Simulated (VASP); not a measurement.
# AlNi: relaxed cell and band gap, by functional

AlNi, Pm-3m (no. 221), 2 atoms in the cell.

| Functional | Volume (Å³/atom) | Change from the starting volume (fraction) | Gap, path and mesh (eV) | Moment (μB/cell) | Time (s) |
|---|---|---|---|---|---|
| r2SCAN | 11.71 | -0.021 | 0.00 | 0.00 | 54 |
| sregTM v2 | 11.87 | -0.008 | 0.00 | 0.00 | 85 |
| MS-PBEl | 11.86 | -0.008 | 0.00 | 0.00 | 65 |
| MS-RPBEl | 11.94 | -0.002 | 0.00 | 0.00 | 63 |
| MS-B86bl | 11.89 | -0.006 | 0.00 | 0.00 | 68 |

## Input of the first row

INCAR.step1:
```
SYSTEM = AlNi
  PREC = Accurate
  ENCUT = 600
  EDIFF = 1E-5
  ISMEAR = 1
  SIGMA = 0.1
  LREAL = .FALSE.
  LASPH = .TRUE.
  GGA_COMPAT = .FALSE.
  ALGO = Normal
  NELM = 150
  ISIF = 2
  LWAVE = .TRUE.
  LCHARG = .FALSE.
  ISPIN = 2
  MAGMOM = 1 0
  LORBIT = 11
  LMAXMIX = 4
  GGA = PE
  KPAR = 4
```

INCAR.step2, as INCAR.step1 but for:
```
- EDIFF = 1E-5
- ISIF = 2
- LWAVE = .TRUE.
- GGA = PE
+ EDIFF = 1E-7
+ ISIF = 3
+ LWAVE = .FALSE.
+ METAGGA = R2SCAN
+ LMIXTAU = .TRUE.
+ IBRION = 2
+ EDIFFG = -0.005
+ NSW = 60
+ ISTART = 1
```

INCAR.step3, as INCAR.step2 but for:
```
- NSW = 60
- ISTART = 1
+ NSW = 40
```

INCAR.step4, as INCAR.step3 but for:
```
- ISIF = 3
- IBRION = 2
- EDIFFG = -0.005
- NSW = 40
+ ISIF = 2
+ NBANDS = 18
```

KPOINTS:
```
k-points
0
Gamma
  9 9 9
```

KPOINTS_OPT:
```
path GXMGRX,MR
8
line-mode
reciprocal
 0.0000000000  0.0000000000  0.0000000000  G
 0.0000000000  0.5000000000  0.0000000000  X

 0.0000000000  0.5000000000  0.0000000000  X
 0.5000000000  0.5000000000  0.0000000000  M

 0.5000000000  0.5000000000  0.0000000000  M
 0.0000000000  0.0000000000  0.0000000000  G

 0.0000000000  0.0000000000  0.0000000000  G
 0.5000000000  0.5000000000  0.5000000000  R

 0.5000000000  0.5000000000  0.5000000000  R
 0.0000000000  0.5000000000  0.0000000000  X

 0.5000000000  0.5000000000  0.0000000000  M
 0.5000000000  0.5000000000  0.5000000000  R
```

POSCAR.step1:
```
AlNi
1.0
    2.8810000000      0.0000000000      0.0000000000
    0.0000000000      2.8810000000      0.0000000000
    0.0000000000      0.0000000000      2.8810000000
Ni Al
1 1
Direct
    0.5000000000      0.5000000000      0.5000000000
    0.0000000000      0.0000000000      0.0000000000
```

Commands (each step's output is kept before the next begins):
```
cat potpaw_PBE.64/Ni/POTCAR potpaw_PBE.64/Al/POTCAR > POTCAR
cp INCAR.step1 INCAR
cp POSCAR.step1 POSCAR
mpirun -np 4 vasp_std > vasp.out
cp INCAR.step2 INCAR
mpirun -np 4 vasp_std > vasp.out
cp CONTCAR POSCAR
rm WAVECAR CHG
cp INCAR.step3 INCAR
mpirun -np 4 vasp_std > vasp.out
cp CONTCAR POSCAR
rm WAVECAR CHG
cp INCAR.step4 INCAR
mpirun -np 4 vasp_std > vasp.out
```

Changes of the last row against the first:
```
- METAGGA = R2SCAN
+ METAGGA = MSB86BL
```

VASP 6.6.1 took 54 s on 4 cores (Intel Xeon 6975P-C (Granite Rapids)), a shared host.
